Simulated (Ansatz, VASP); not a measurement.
**One calculation of MgO, two programs**

```
Mg O
1.0
     0.00000    2.10400    2.10400
     2.10400    0.00000    2.10400
     2.10400    2.10400    0.00000
Mg O
1 1
Direct
  0.00000 0.00000 0.00000
  0.50000 0.50000 0.50000
```

Alike in both runs: task single point; functional PBE; k mesh 9 × 9 × 9; no spin polarisation.

|  | VASP | Ansatz |
| --- | --- | --- |
| version | VASP 6.6.1 | Ansatz 0.2.0 |
| potentials or method | VASP PAW PBE potentials, release 64 (Mg, O) | PAW, plane waves, scalar-relativistic |
| plane-wave cutoff (eV) | 520 | 420 |
| occupations | gaussian, width 0.01 eV | fixed |
| valence electrons in the cell | 8 | 16 |

```csv
,VASP,Ansatz,Ansatz less VASP
pressure (GPa),4.5,5.2,+0.72
```

The two sets of potentials don't hold the same shells in valence.
